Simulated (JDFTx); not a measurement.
Pd under changes of volume

One of the cells (14.750 Å³/atom); the others are scaled copies at fixed shape and fractional positions:

```
CELL_PARAMETERS angstrom
0.00000 1.94650 1.94650
1.94650 0.00000 1.94650
1.94650 1.94650 0.00000
ATOMIC_POSITIONS crystal
Pd 0.00000 0.00000 0.00000
```

```yaml
Program: JDFTx 1.7.0 (patched build)
Functional: r2SCAN
Potentials_or_basis: SG15-PBE-1.2 with smoothed tails
Cutoff: 1088 eV
Density_cutoff: 4354 eV
k_mesh: 12 × 12 × 12
Occupations: fermi-dirac, width 0.05 eV
Spin: no spin polarisation
```

| volume (Å³/atom) | energy over the lowest point (meV/atom) | pressure (GPa) |
| --- | --- | --- |
| 13.865 | 41.27 | 15.1 |
| 14.160 | 18.52 | 9.7 |
| 14.455 | 5.14 | 4.9 |
| 14.750 | 0.00 | 0.7 |
| 15.045 | 2.10 | -2.9 |
| 15.340 | 10.54 | -6.1 |
| 15.635 | ? | ? |

Task: What does the run at 15.635 Å³/atom give?

Result: Energy over the lowest point 24.56 meV/atom; pressure -9.0 GPa.

Worked out: A Birch-Murnaghan fit of order 3 (a polynomial in V^(-2/3)) to the other rows has its minimum at 14.81 Å³/atom with B0 = V·E''(V) = 192 GPa and B' = 5.5. It gives 24.56 meV/atom at 15.635 Å³/atom, against the run's 24.56, and -dE/dV = -9.0 GPa, against -9.0.

Energies are extrapolated to zero smearing.

Caveats: the potentials were made for another functional, which shifts forces and pressure.
